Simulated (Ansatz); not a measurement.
Rows from a G0W0 calculation on LiH (Fm-3m) (Ansatz 0.2.0; G0W0 on PBE, plane waves, PAW; 6×6×6 mesh, 70 empty bands, screening to 150 eV), in eV. Spin-orbit coupling is left out.

The database entry behind the starting cell differs from later determinations by our own check (the deuteride, about 0.2 % short), so it need not match the best structure at ambient conditions.

| row | k | band | start | Σx | Σc at the solution | Vxc |
| --- | --- | --- | --- | --- | --- | --- |
| A | (0.000, -0.500, -0.500) | c1 | 3.505 | -3.629 | -3.500 | -7.610 |
| B | (0.000, -0.500, -0.500) | v2 | -43.784 | -44.669 | 9.072 | -28.939 |
| C | (0.000, -0.500, -0.500) | v1 | 0.487 | -14.684 | 1.994 | -11.346 |
| D | (0.000, -0.500, -0.500) | c2 | 11.068 | -2.616 | -4.881 | -8.169 |

Q: Give the quasiparticle energies and the shift of each level.

The quasiparticle equation reads E = start + Σx + Σc(E) − Vxc.

| row | E (eV) | shift (eV) |
| --- | --- | --- |
| A | 3.985 | +0.480 |
| B | -50.442 | −6.658 |
| C | -0.858 | −1.344 |
| D | 11.740 | +0.672 |

The gap over the computed points goes from 3.02 eV to 4.84 eV.

Limits: not at the basis limit.

[Runs of the session that timed out or met a known fault of the program may be left out.]

[Cells called generated may have been cut or substituted from an entry of the Crystallography Open Database or the Materials Project.]

[Hosts, paths, dates, database ids (printed as entryN), source tags and the programs' standing remarks are cut or masked in the printed files.]
